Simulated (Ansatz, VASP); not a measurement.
# Si26C27 (V_Si): VASP beside Ansatz

Aim: how closely do two programs agree when they are given the same cell, functional and k mesh? The cell is taken from a series of runs on this material, whose earlier steps may have relaxed, scaled, displaced or heated it; both programs get it as it stands.

Method: plane waves, with VASP 6.6.1 beside it; r2SCAN, in Ansatz 0.2.0.

### Step 1. The structure

The cell holds 53 atoms: 26 Si and 27 C. Its edges and angles: a = 9.519 Å, b = 9.519 Å, c = 9.519 Å, α = 60.0°, β = 60.0°, γ = 60.0°. It derives from SiC (SiC (F-43m)). Nearest the centre at fractional (0.333, 0.667, 0.667): C43 at 2.30 Å, C44 at 2.30 Å, C35 at 2.31 Å, C41 at 2.31 Å, Si17 at 3.18 Å, Si9 at 3.19 Å, Si15 at 3.19 Å, Si11 at 3.19 Å. The cell carries charge +2.

As a file:

```cif
data_structure
_symmetry_space_group_name_H-M 'P 1'
_symmetry_Int_Tables_number 1
_cell_length_a 9.5190
_cell_length_b 9.5190
_cell_length_c 9.5190
_cell_angle_alpha 60.000
_cell_angle_beta 60.000
_cell_angle_gamma 60.000
_cell_volume 609.90
loop_
_atom_site_label
_atom_site_type_symbol
_atom_site_fract_x
_atom_site_fract_y
_atom_site_fract_z
_atom_site_occupancy
Si1 Si 0.99980 0.00037 0.00156 1
Si2 Si 0.99980 0.00038 0.33408 1
Si3 Si 0.00014 0.00500 0.66544 1
Si4 Si 0.99980 0.33290 0.00157 1
Si5 Si 0.00050 0.33364 0.33482 1
Si6 Si 0.00054 0.33363 0.66690 1
Si7 Si 0.00014 0.66425 0.00619 1
Si8 Si 0.00054 0.66571 0.33482 1
Si9 Si 0.00035 0.66417 0.66535 1
Si10 Si 0.33199 0.00047 0.00166 1
Si11 Si 0.33114 0.00500 0.33444 1
Si12 Si 0.33108 0.00446 0.66539 1
Si13 Si 0.33114 0.33325 0.00619 1
Si14 Si 0.33258 0.33365 0.33484 1
Si15 Si 0.33105 0.33345 0.66537 1
Si16 Si 0.33108 0.66420 0.00565 1
Si17 Si 0.33105 0.66418 0.33464 1
Si18 Si 0.66738 0.00051 0.00170 1
Si19 Si 0.66725 0.00041 0.33409 1
Si20 Si 0.66733 0.00050 0.66632 1
Si21 Si 0.66725 0.33290 0.00160 1
Si22 Si 0.66724 0.33292 0.33411 1
Si23 Si 0.67186 0.33325 0.66546 1
Si24 Si 0.66733 0.66513 0.00169 1
Si25 Si 0.67186 0.66427 0.33444 1
Si26 Si 0.67129 0.66421 0.66540 1
C27 C 0.08359 0.08334 0.08453 1
C28 C 0.08340 0.08332 0.41772 1
C29 C 0.08339 0.08352 0.75143 1
C30 C 0.08340 0.41653 0.08450 1
C31 C 0.08358 0.41666 0.41785 1
C32 C 0.08347 0.41657 0.75145 1
C33 C 0.08339 0.75024 0.08471 1
C34 C 0.08347 0.75026 0.41776 1
C35 C 0.03658 0.76573 0.76692 1
C36 C 0.41842 0.08178 0.08297 1
C37 C 0.41711 0.08356 0.41768 1
C38 C 0.41839 0.08185 0.75272 1
C39 C 0.41711 0.41649 0.08475 1
C40 C 0.41714 0.41659 0.41778 1
C41 C 0.43263 0.36966 0.76695 1
C42 C 0.41839 0.75153 0.08304 1
C43 C 0.43263 0.76576 0.37085 1
C44 C 0.43173 0.76485 0.76604 1
C45 C 0.75027 0.08336 0.08455 1
C46 C 0.75022 0.08336 0.41790 1
C47 C 0.74867 0.08178 0.75275 1
C48 C 0.75022 0.41671 0.08455 1
C49 C 0.75017 0.41653 0.41772 1
C50 C 0.75043 0.41649 0.75144 1
C51 C 0.74867 0.75156 0.08297 1
C52 C 0.75043 0.75025 0.41767 1
C53 C 0.74868 0.75156 0.75275 1
```

### Step 2. VASP: single point, r2SCAN, pair 1

A single point takes one fixed geometry, so differences don't come from the geometry; what else differs is listed under the comparison.

Lines of VASP's logs that name or quote its potential files are left out, and so is its time.

The input, INCAR:

```
SYSTEM = Si26C27
PREC = Accurate
ENCUT = 580
EDIFF = 1E-06
NELM = 120
ISMEAR = -1
SIGMA = 0.01
LREAL = Auto
ALGO = Normal
METAGGA = R2SCAN
LASPH = .TRUE.
NELECT = 210
NBANDS = 144
LORBIT = 11
LWAVE = .FALSE.
LCHARG = .FALSE.
ISIF = 2
ISYM = 0
GGA_COMPAT = .FALSE.
EFERMI = MIDGAP
LMIXTAU = .TRUE.
KPAR = 4
```

The input, POSCAR:

```
Si26C27
1.0
    0.0000000000      6.7309353901      6.7309353901
    6.7309353901      0.0000000000      6.7309353901
    6.7309353901      6.7309353901      0.0000000000
Si C
26 27
Direct
    0.9998048180      0.0003711889      0.0015600630
    0.9998027855      0.0003774698      0.3340843898
    0.0001411808      0.0049964590      0.6654426868
    0.9998027855      0.3328955157      0.0015663438
    0.0004993376      0.3336352493      0.3348241234
    0.0005373532      0.3336267548      0.6669014364
    0.0001411808      0.6642538127      0.0061853331
    0.0005373532      0.6657125623      0.3348156289
    0.0003451119      0.6641654130      0.6653542871
    0.3319850890      0.0004745148      0.0016633889
    0.3311405867      0.0050018292      0.3344427329
    0.3310782396      0.0044640901      0.6653913925
    0.3311405867      0.3332538589      0.0061907033
    0.3325790638      0.3336473724      0.3348362464
    0.3310539241      0.3334506578      0.6653681249
    0.3310782396      0.6642025185      0.0056529641
    0.3310539241      0.6641792508      0.3346395319
    0.6673794713      0.0005092526      0.0016981267
    0.6672516538      0.0004112682      0.3340861875
    0.6673342310      0.0004990500      0.6663191356
    0.6672516538      0.3328973134      0.0016001423
    0.6672413635      0.3329187970      0.3341076711
    0.6718614121      0.3332480913      0.6654556524
    0.6673342310      0.6651302615      0.0016879241
    0.6718614121      0.6642667784      0.3344369653
    0.6712931536      0.6642078286      0.6653967026
    0.0835876592      0.0833401157      0.0845289897
    0.0834010707      0.0833156967      0.4177163860
    0.0833908999      0.0835210864      0.7514300908
    0.0834010707      0.4165275120      0.0845045708
    0.0835780101      0.4166630899      0.4178519640
    0.0834674638      0.4165745475      0.7514464273
    0.0833908999      0.7502412167      0.0847099605
    0.0834674638      0.7502575533      0.4177634215
    0.0365845139      0.7657327217      0.7669215958
    0.4184248168      0.0817817512      0.0829706253
    0.4171106598      0.0835590886      0.4176837357
    0.4183939388      0.0818496586      0.7527163794
    0.4171106598      0.4164948617      0.0847479627
    0.4171411448      0.4165868357      0.4177757098
    0.4326276872      0.3696631466      0.7669506049
    0.4183939388      0.7515275053      0.0830385327
    0.4326276872      0.7657617308      0.3708520207
    0.4317281490      0.7648527546      0.7660416286
    0.7502738892      0.0833626684      0.0845515425
    0.7502157916      0.0833601891      0.4179002188
    0.7486726042      0.0817820353      0.7527471580
    0.7502157916      0.4167113447      0.0845490631
    0.7501657040      0.4165297246      0.4177185987
    0.7504293222      0.4164859361      0.7514371764
    0.7486726042      0.7515582839      0.0829709093
    0.7504293222      0.7502483024      0.4176748101
    0.7486774521      0.7515567660      0.7527456401
```

The input, KPOINTS:

```
Points of the shifted mesh
8
Reciprocal
 0.2500000000  0.2500000000  0.2500000000 1
 0.2500000000  0.2500000000  0.7500000000 1
 0.2500000000  0.7500000000  0.2500000000 1
 0.2500000000  0.7500000000  0.7500000000 1
 0.7500000000  0.2500000000  0.2500000000 1
 0.7500000000  0.2500000000  0.7500000000 1
 0.7500000000  0.7500000000  0.2500000000 1
 0.7500000000  0.7500000000  0.7500000000 1
```

Potentials, in the order of the species: Si and C (PBE family, release 64).

Run with:

```
$ mpirun -np 8 vasp_std
```

Numbers of over 12 decimals in the logs are rounded to 6 here.

What it wrote:

```text
[banner, memory and clock lines left out]
running    8 mpi-ranks, on    1 nodes
[...]
|                                                                             |
|           W    W    AA    RRRRR   N    N  II  N    N   GGGG   !!!           |
|           W    W   A  A   R    R  NN   N  II  NN   N  G    G  !!!           |
|           W    W  A    A  R    R  N N  N  II  N N  N  G       !!!           |
|           W WW W  AAAAAA  RRRRR   N  N N  II  N  N N  G  GGG   !            |
|           WW  WW  A    A  R   R   N   NN  II  N   NN  G    G                |
|           W    W  A    A  R    R  N    N  II  N    N   GGGG   !!!           |
|                                                                             |
|     For optimal performance we recommend to set                             |
|       NCORE = 2 up to number-of-cores-per-socket                            |
|     NCORE specifies how many cores store one orbital (NPAR=cpu/NCORE).      |
|     This setting can greatly improve the performance of VASP for DFT.       |
[...]
DAV:   5    -0.588056867890E+03   -0.71774E-01   -0.71669E-01  2824   0.199E+00BRMIX: very serious problems
 the old and the new charge density differ
 old charge density:   212.00000 new  210.00000
BRMIX: very serious problems
 the old and the new charge density differ
 old charge density:   212.00000 new  210.00000
BRMIX: very serious problems
 the old and the new charge density differ
 old charge density:   212.00000 new  210.00000
BRMIX: very serious problems
 the old and the new charge density differ
 old charge density:   212.00000 new  210.00000
    0.422E+01
DAV:   6    -0.537037230291E+03    0.51020E+02   -0.12090E+02  2648   0.212E+01    0.237E+01
DAV:   7    -0.511037386847E+03    0.26000E+02   -0.94577E+00  2616   0.793E+00    0.103E+01
DAV:   8    -0.515113111513E+03   -0.40757E+01   -0.11311E+01  2664   0.842E+00    0.521E+00
DAV:   9    -0.515815669855E+03   -0.70256E+00   -0.27150E+00  2544   0.511E+00    0.160E+00
[...]
DAV:  23    -0.516700673680E+03   -0.26083E-04   -0.34559E-05  2744   0.140E-02    0.257E-02
DAV:  24    -0.516700687394E+03   -0.13713E-04   -0.16417E-05  2608   0.109E-02    0.120E-02
DAV:  25    -0.516700686701E+03    0.69236E-06   -0.14623E-06  1480   0.360E-03
   1 F= -.51670069E+03 E0= -.51670069E+03  d E =-.605795E-11
```

OUTCAR, selected parts (step 2):

```text
  Total      -78.1628608    -78.1704441    -78.1712074     -0.8851518     -0.8854932     -0.8745695
  in kB     -205.3311160   -205.3510372   -205.3530422     -2.3252629     -2.3261599     -2.2974636
  external PRESSURE =    -205.3450652 kB  Pullay stress =       0.0000000 kB

 POSITION                                       TOTAL-FORCE (eV/Angst)
 -----------------------------------------------------------------------------------
      0.01300      6.74012      6.73212        -0.001920     -0.001724     -0.001819
      2.25124      8.97831      6.73215         0.004049      0.009021     -0.000644
      4.51268      4.48000      0.03458        -0.006227      0.006074     -0.012155
      2.25124      6.74015      8.97031         0.003641     -0.003360      0.009942
      4.49936      2.25704      2.24904        -0.002181      0.000601      0.001127
      6.73449      4.49249      2.24924         0.000668     -0.001382      0.002007
      4.51268      0.04258      4.47200        -0.007367     -0.012859      0.007129
      6.73449      2.25724      4.48449        -0.000556      0.001060     -0.000482
      8.94891      4.48078      4.47278         0.011749      0.002775      0.002314
      0.01439      2.24577      2.23776        -0.004953      0.009980      0.010558
      2.28478      4.48000      2.26255        -0.011147      0.002071     -0.005314
      4.50875      6.70717      2.25851        -0.008623      0.014608     -0.007658
      2.28478      2.27056      4.47200        -0.011242     -0.006383      0.002424
      4.49952      4.49233      4.48433         0.000625      0.003102      0.002687
[...]
-----------------------------------------------------------------------------------
    total drift:                                0.003243     -0.014207      0.008006

  FREE ENERGIE OF THE ION-ELECTRON SYSTEM (eV)
  ---------------------------------------------------
  free  energy   TOTEN  =      -516.7006867012 eV

  energy  without entropy=     -516.7006867012  energy(sigma->0) =     -516.70068670

[... 3 further parts left out ...]
[key lines of the parts left out:]
E-fermi :   6.6385
```

The cell is charged against a uniform background. The gap is read on the k-mesh alone, so it is an upper bound where the band edges lie off the mesh. The PAW data sets were made with PBE, which is usual practice but a small mismatch for other functionals.

### Step 3. Ansatz: single point, r2SCAN, pair 1

Ansatz runs on its PAW soft_1 files.

The same cell, functional, mesh and smearing now go to Ansatz.

The input, input.yaml:

```yaml
crystal:
  checkpoint: "../qp2.relax.run"
  host: checkpoint
total_charge: 2
basis:
  ecutwfc: 500
  xc_grid: 2
hamiltonian:
  xc: r2scan
  pseudopotentials: { kind: paw, azcp: { folder: soft_1 } }
kpoints:
  mp_grid: { grid: [2, 2, 2], shift: [0.5, 0.5, 0.5] }
scf:
  occupations: { method: fermi_dirac, width: 0.01 }
  max_iter: 60
output:
  forces: true
  eigenvalues: true
  charged_corrections:
    epsilon: 7.06
    static_epsilon: 10.43
    defect_position: [0.333333, 0.666667, 0.666667]
  eigenstates: { localisation: true }
  populations: true
  band_densities: [{ bands: [v1, v1] }, { bands: [c1, c1] }]
  write_density: true
  write_potential: true
  volumetric_format: npy
  elf: true
checkpoint:
  read: "../qp2.relax.run"
  write: "../qp2.point.run"
  compress: false
  write_wavefunctions: false
  write_every: 100000
```

Run with:

```
$ ansatz run input.yaml --threads 8 --pin off --max-ram 15073MiB --backend cpu --events-out ev --progress --plain --runs-dir out
```

What it wrote:

```text
crystal.checkpoint: the structure is that of <dir>, a `relax` run, at its step 6: its result, under r2scan at a charge of 2 e; 53 atoms read, 0 with a starting moment; crystal.structure_sha256 for this input is
Engine: ansatz 0.2.0, x86_64-unknown-linux-gnu
Pseudopotentials: kind: paw
Pseudopotential: Si, paw, valence charge 4, recommended cutoff 500 eV (meta_gga), soft_1/Si.paw.azcp
Pseudopotential: C, paw, valence charge 4, recommended cutoff 500 eV (meta_gga), soft_1/C.paw.azcp
Functional definition: r2SCAN
  parameter k0 = 0.174
  parameter k1 = 0.065
  parameter a1 = 4.9479
  exchange = r2scan_x(k0 = k0, k1 = k1, a1 = a1)
  correlation = r2scan_c
Crystal: 53 atoms, lattice volume = 609.897 Å³
Basis set: ecut = 500 eV, 15473 PW (Γ), exchange–correlation on 144×144×144 points (8 copies of the dense FFT grid, shifted against one another)
Bands: 158, of which v1, the nominal top of the filled ones, is band 105 counted from 1 (104 counted from 0)
Symmetry: 1 space group operations
Space group: P1 (ITA 1), of the structure as read, at distance tolerance 8.5e-5 Å
k-points: 4 of 8 (time reversal used)
Non-local potential: Si, projectors of the file, l = 0: 2, l = 1: 2, l = 2: 1
Non-local potential: C, projectors of the file, l = 0: 2, l = 1: 2, l = 2: 1
PAW form: soft (Blöchl's): semilocal exchange-correlation on the pseudo side does not see the compensation charge
PAW frozen core: Si, regenerated for the run's functional (the file was generated under x = pbe(κ = 0.804, μ = 0.219515), c = pbe(β = 0.066725))
PAW frozen core: C, regenerated for the run's functional (the file was generated under x = pbe(κ = 0.804, μ = 0.219515), c = pbe(β = 0.066725))
PAW one-centre angular grid: Si, 302 points (default); XC on 160 Gauss nodes
PAW one-centre angular grid: C, 302 points (default); XC on 219 of its mesh's 2255 points in the sphere
Initial density: read from a saved state, or passed on in memory by an earlier SCF of this step, an earlier step, the calling program or the single point that the run made first
Initial wavefunctions: those read from a saved state, or passed on in memory by an earlier step or the calling program
Functional: x = r2scan, c = r2scan; τ floored in thin density (d = 2e-4 eV/Å³)
iter 1 solved again at ethr=6.13e-12 eV; its pass at ethr=3.10e-3 eV (dr2=1.29e-8 eV) is discarded
SCF iter   1: F=—  HF=-23432.982678 eV  |F-HF|=—  |Δ(HF+E_count)|=         —  Δρ=1.21e-6  dr2=1.29e-8  dr2_τ=1.51e-10  ethr=6.13e-12  ⟨swp⟩=1.2  Hψ=1761  notcnv=0
preconditioner: auto → Resta (q_TF=auto, 2.284 Å⁻¹)  ε∞=4.4  [insulator: Δε(μ)=0.498 eV  Ē_g=11.888 eV  σ=0.010 eV  W_gap=1.00  n_scr=112 (ndim 8)  ℏωp=21.8 eV  f_vac=0.001  D(μ)=0.00/eV (n_scr^D=0)  ε∞_Penn≈4.4]
SCF iter   2: F=-23432.982678 eV  HF=-23432.982678 eV  |F-HF|=1.88e-9  |Δ(HF+E_count)|=   3.19e-9  Δρ=8.14e-7  dr2=6.25e-9  dr2_τ=6.34e-11  ethr=6.13e-12  ⟨swp⟩=7.0  Hψ=2928  notcnv=0
SCF 1 converged in 2 iterations: F = -23432.982678 eV  dr2 = 6.25e-9
  greatest PAW one-centre occupation: 0.681 electrons in one spin orbital (limit 2), on the C atom at site 33 (counted from 0), in its partial waves of l = 0
SCF converged after 2 iterations
Free energy (F): -23432.982678 eV
Harris-Foulkes:  -23432.982678 eV  (|F-HF|=1.88e-9)
Internal energy: -23432.982678 eV  (E = F + TS)
E sigma→0 (E₀):  -23432.982678 eV
Fermi energy:    7.884529 eV
--- Per-component energies (eV) ---
  E_band       = 401.431229
  E_kinetic    = 3399.570651
  E_local      = -3024.628049  (includes V_loc(G=0)·N_el)
  E_nonlocal   = 1146.351268
  E_hartree    = 1004.360437
  E_xc         = -2615.604136
  E_vxc        = -3032.219691  (∫ρ·V_xc dr)
  E_paw        = -16207.704470  (= ΣΔE_a)
  E_vpaw       = -238.971226  (= ΣTr[D̂ρ^β])
  E_aug_tail   = 0.000393  (compensation charges beyond the density's cutoff)
  E_vtau       = 142.606163  (kinetic-family band-sum trace: ∫τ·v_τ [+ j·A + Jᵃ·Aᵃ] dr)
  E_ewald      = -7132.672615
  E_core_change = -2.656155  (= ΣΔE_core)
  E_smearing   = -0.000000  (= −TS)
  E_closure    = 0.000000  (closes the sum)
  E_deformation_potential = 32.264055  (in the stress; not in F)
  Σ components = -23432.982678   (vs F -23432.982678, Δ=0.00e0)
--- Forces (eV/Å), atoms counted from 1 ---
  atom   1  Si    -0.00218583    -0.00249021    -0.00327401
  atom   2  C     -0.00349605     0.00370301     0.00172811
  atom   3  Si     0.00149912     0.01173117    -0.00139787
  atom   4  C      0.00079480     0.00045496     0.00311939
  atom   5  Si    -0.00838094     0.00323697    -0.00812063
  atom   6  C     -0.00388137    -0.00172343     0.00191694
  atom   7  Si     0.00499138    -0.00350341     0.00664508
  atom   8  C     -0.00037165     0.00074585     0.00211911
  atom   9  Si    -0.00033806     0.00178850    -0.00222415
  atom  10  C      0.00303181    -0.00362651    -0.00140590
  atom  11  Si     0.00135590    -0.00243605    -0.00142621
[...]
atom  42  Si    -0.00463893    -0.00485958     0.00080748
  atom  43  C     -0.00009350    -0.00313625     0.00340169
  atom  44  Si     0.00799347     0.00055028     0.00098073
  atom  45  C      0.00224404     0.00420423     0.00221751
  atom  46  Si     0.00640072    -0.00453084    -0.00366784
  atom  47  C     -0.00043026    -0.00737235     0.00068164
  atom  48  Si     0.00488930    -0.00508341     0.00841760
  atom  49  C      0.00143499     0.00453407     0.00006978
  atom  50  Si     0.00396711    -0.00442526    -0.00330904
  atom  51  C     -0.00195400    -0.00075224    -0.00379436
  atom  52  Si     0.00543515    -0.00046191    -0.00277154
  atom  53  C     -0.00943977     0.00108377    -0.00020906
  max |Σ_I F_I| component: 7.26e-3 eV/Å
--- Charged-cell corrections in eV (Makov–Payne, q = +2.000 e, ε = 7.060 of the electrons, 10.430 with the ions) ---
  F (periodic)     = -23432.982678  (uncorrected; the corrections below are reported, never added to it)
  E_corr1          = +1.389306  (monopole, q²α_M/2εL)
  F Makov-Payne    = n/a  (the rows are of the electrons' constant alone; ansatz place-levels tells what screens the charge)
  no potential alignment in this run, which stands beside a crystal: run the host's input off ansatz write-host-input, and read the two finished runs by ansatz place-levels (neither reads a slab, a wire or a sheet, whose cell leaves a vacuum)
--- Band table (eV) ---
  k-point 0: bands = [... 101 lower, 7.1950, 7.1951, 7.6375, 7.6377, 8.5597, 8.8872, 8.8874, 10.8818, ... 49 higher]
  k-point 1: bands = [... 101 lower, 7.2039, 7.2847, 7.3473, 7.5471, 8.1355, 8.7884, 8.8522, 10.3782, ... 49 higher]
  k-point 2: bands = [... 101 lower, 7.2039, 7.2847, 7.3474, 7.5470, 8.1355, 8.7883, 8.8523, 10.3782, ... 49 higher]
  k-point 3: bands = [... 101 lower, 7.2038, 7.2847, 7.3475, 7.5471, 8.1355, 8.7885, 8.8522, 10.3782, ... 49 higher]
--- Löwdin populations: 53 sites ---
  site symbol       q [e]
     0     Si      2.9708
     1      C      4.8968
     2     Si      2.9706
     3      C      4.8976
     4     Si      2.9686
     5      C      4.8987
     6     Si      2.9706
     7      C      4.8977
     8     Si      2.9767
     9      C      4.9040
    10     Si      2.9758
    11      C      4.8984
    12     Si      2.9686
    13      C      4.8987
    14     Si      2.9760
    15      C      4.8983
    16     Si      2.9682
    17      C      4.5975
    18     Si      2.9640
    19      C      4.8444
    20     Si      2.9686
    21      C      4.8987
    22     Si      2.9682
    23      C      4.8440
[...]
45     Si      2.9687
    46      C      4.8985
    47     Si      2.9640
    48      C      4.8444
    49     Si      2.9687
    50      C      4.8986
    51     Si      2.9683
    52      C      4.8436
  spilling = 0.009746 (of n_electrons = 210.000000)
--- Band densities, each state counted as filled ---
  window                                       electrons  max residual (eV)  cut levels
  bands: [v1, v1]                               2.000000            9.9e-10           1
  bands: [c1, c1]                               2.000000             2.3e-5           0
```

### Step 4. Side by side

Known differences besides the potentials themselves: VASP keeps PBE cores, Ansatz makes them for the functional; the cutoff is 500 eV in Ansatz and 580 eV in VASP (PREC = Accurate, projectors in real space). Total energies have different zeros and are not compared.

Compared:

```tsv
quantity	Ansatz	VASP	difference
gap on the k mesh (eV)	0.498	0.508	-0.010
```

The largest component of a force difference here is 7 meV/Å. A gap on the mesh is an upper bound, since the band edges may lie between its points. The cell carries a charge of +2 e against a uniform background, so its pressure also hangs on how the neutralising background is counted, and in a defect's cell a gap may be the spacing between its levels.

(Continued in part 2 of 2.)

[Lines on the potential files, build, host, timing and source positions are cut from VASP's logs without a mark.]

[Logs are printed without paths, hosts, clocks, repeated set-up lines and the standing remarks that a program may print on its own settings, such as how far it seeks lower states.]

[Hosts, paths, dates, database ids (printed as entryN), source tags and the programs' standing remarks are cut or masked in the printed files.]
